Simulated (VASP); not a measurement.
# ZnS (P6_3mc) in VASP: a series of runs, part 2 of 2

VASP 6.6.1. The steps go on from the part before.

### Step 3. Single point, PBEsol

INCAR

```
PREC = Accurate ; ENCUT = 520
EDIFF = 1E-6 ; ISMEAR = 0
SIGMA = 0.05 ; LREAL = False
LASPH = True ; NELM = 100
ALGO = Normal ; ISIF = 2
LWAVE = False ; LCHARG = False
GGA = PS ; NBANDS = 26
```

KPOINTS

```
regular mesh
0
Gamma
  9 9 6
```

POSCAR

```
ZnS
1.0
    3.8632107324      0.0000000000      0.0000000000
   -1.9316053662      3.3456386344      0.0000000000
    0.0000000000      0.0000000000      6.0666315585
Zn S
2 2
Direct
    0.3333333333      0.6666666667      0.0000000000
    0.6666666667      0.3333333333      0.5000000000
    0.3333333333      0.6666666667      0.3850000000
    0.6666666667      0.3333333333      0.8850000000
```

Potentials or basis: VASP PAW PBE potentials, release 64 (Zn, S).

Command:

```console
$ cat potpaw_PBE.64/Zn/POTCAR potpaw_PBE.64/S/POTCAR > POTCAR
$ mpirun -np 1 vasp_std > vasp.out
```

OUTCAR:

```text
PREC = Accurate
   ENCUT = 520
   EDIFF = 1E-6
   ISMEAR = 0
   LREAL = False
   LASPH = True
   NELM = 100
   ISIF = 2
   GGA = PS

 ion  position               nearest neighbor table
   1  0.333  0.667  0.000-   3 2.34   4 2.34   4 2.34   4 2.34
   2  0.667  0.333  0.500-   4 2.34   3 2.34   3 2.34   3 2.34
   3  0.333  0.667  0.385-   1 2.34   2 2.34   2 2.34   2 2.34
   4  0.667  0.333  0.885-   2 2.34   1 2.34   1 2.34   1 2.34

  LATTYP: Found a hexagonal cell.
[... 898 lines left out ...]
  FORCE on cell =-STRESS in cart. coord.  units (eV):
  Direction    XX          YY          ZZ          XY          YZ          ZX
  --------------------------------------------------------------------------------------
  -------------------------------------------------------------------------------------
  Total       -1.1821033     -1.1821033      0.5427806      0.0000000      0.0000000      0.0000000
  in kB      -24.1541056    -24.1541056     11.0907218      0.0000000      0.0000000      0.0000000
  external PRESSURE =     -12.4058298 kB  Pullay stress =       0.0000000 kB

 VOLUME and BASIS-vectors are now :
 -----------------------------------------------------------------------------
  energy-cutoff  :      520.00
  volume of cell :       78.41
      direct lattice vectors                 reciprocal lattice vectors
     3.863210732  0.000000000  0.000000000     0.258852045  0.149448298  0.000000000
    -1.931605366  3.345638634  0.000000000     0.000000000  0.298896596  0.000000000
     0.000000000  0.000000000  6.066631559     0.000000000  0.000000000  0.164836119

 POSITION                                       TOTAL-FORCE (eV/Angst)
 -----------------------------------------------------------------------------------
     -0.00000      2.23043      0.00000         0.000000      0.000000      0.082544
      1.93161      1.11521      3.03332        -0.000000      0.000000      0.082544
     -0.00000      2.23043      2.33565         0.000000      0.000000     -0.082544
      1.93161      1.11521      5.36897         0.000000      0.000000     -0.082544
 -----------------------------------------------------------------------------------
    total drift:                               -0.000000     -0.000001      0.000203

  FREE ENERGIE OF THE ION-ELECTRON SYSTEM (eV)
  ---------------------------------------------------
  free  energy   TOTEN  =       -15.1313746413 eV

  energy  without entropy=      -15.1313746413  energy(sigma->0) =      -15.13137464
```

stdout:

```text
POSCAR found type information on POSCAR ZnS
 POSCAR found :  2 types and       4 ions
 scaLAPACK will be used
 -----------------------------------------------------------------------------
|                                                                             |
|                                                                             |
|     You enforced a specific xc type in the INCAR file but a different       |
|     I HOPE YOU KNOW WHAT YOU ARE DOING!                                     |
|                                                                             |
 -----------------------------------------------------------------------------

 LDA part: xc-table for (Slater+PW92), standard interpolation
 POSCAR, INCAR and KPOINTS ok, starting setup
 FFT: planning ... GRIDC
 FFT: planning ... GRID_SOFT
 FFT: planning ... GRID
 WAVECAR not read
 entering main loop
```

It took 44 s on 1 thread of Intel Xeon 6975P-C (Granite Rapids), shared host; peak memory 0.23 GiB.

What came out:

```yaml
Free_energy: -15.1314 eV
Pressure: -1.2 GPa
Largest_force: 0.083 eV/Å
Band_gap_on_the_k_mesh: 2.05 eV, direct
```

Forces on the atoms (eV/Å):
```
Zn   0.000  0.000  0.083
Zn   0.000  0.000  0.083
S    0.000  0.000 -0.083
S    0.000  0.000 -0.083
```

Caveat: the PAW data sets were made with another functional, which shifts forces and pressure a little.

### Step 4. Single point, PBEsol

INCAR

```
SYSTEM = ZnS
  ALGO = Normal
  EDIFF = 1E-6
  ENCUT = 520
  GGA = PS
  ISIF = 2
  ISMEAR = 0
  LASPH = .TRUE.
  LCHARG = .FALSE.
  LREAL = .FALSE.
  LWAVE = .FALSE.
  NBANDS = 26
  NELM = 100
  PREC = Accurate
  SIGMA = 0.05
```

KPOINTS

```
k-points
0
G
  9 9 6
  0 0 0
```

POSCAR

```
ZnS
1.0
    4.0231463824      0.0000000000      0.0000000000
   -2.0115731912      3.4841469703      0.0000000000
    0.0000000000      0.0000000000      5.5938748836
Zn S
2 2
Direct
    0.3333333333      0.6666666667      0.0000000000
    0.6666666667      0.3333333333      0.5000000000
    0.3333333333      0.6666666667      0.3850000000
    0.6666666667      0.3333333333      0.8850000000
```

Command:

```console
$ cat potpaw_PBE.64/Zn/POTCAR potpaw_PBE.64/S/POTCAR > POTCAR
$ mpirun -np 1 vasp_std > vasp.out
```

Wall time 48 s (1 thread of Intel Xeon 6975P-C (Granite Rapids), shared host); peak memory 0.23 GiB.

It converged, with:

```yaml
Free_energy: -14.6199 eV
Pressure: 1.3 GPa
Largest_force: 1.229 eV/Å
Band_gap_on_the_k_mesh: 1.69 eV, direct
```

Forces in eV/Å, atoms in the order of the input:
```
Zn   0.000  0.000 -1.229
Zn   0.000  0.000 -1.229
S    0.000  0.000  1.229
S    0.000  0.000  1.229
```

Stress tensor (GPa, compression positive):
```
-6.47  0.00  0.00
 0.00 -6.47  0.00
 0.00  0.00 16.74
```

Levels at points of the mesh, in eV from the valence-band top:
```
           k point  band 16  band 17  band 18  band 19  band 20  band 21
(0.00, 0.00, 0.00)    -0.19    -0.19     0.00     1.69     1.95     5.50
(0.00, 0.00, 0.50)    -0.92    -0.92    -0.92     2.94     2.94     5.93
```

Caveat: the PAW data sets were made with another functional, which shifts forces and pressure a little; an odd mesh through Γ misses points on the zone boundary, where band edges often lie.

### Step 5. How close it comes

Step 2. The gap isn't set beside the deposited one, since this odd mesh misses points on the zone boundary.

Step 3. Against the measured gap of ZnS, 3.911 eV (direct; 4 K; a printed reference work, monograph), the calculated 2.05 eV is off by -1.86 eV. The value is that of PBEsol, without temperature or zero-point motion. Semilocal functionals fall short of measured gaps as a rule.

Step 4. The gap isn't set beside the deposited one, since this odd mesh misses points on the zone boundary.
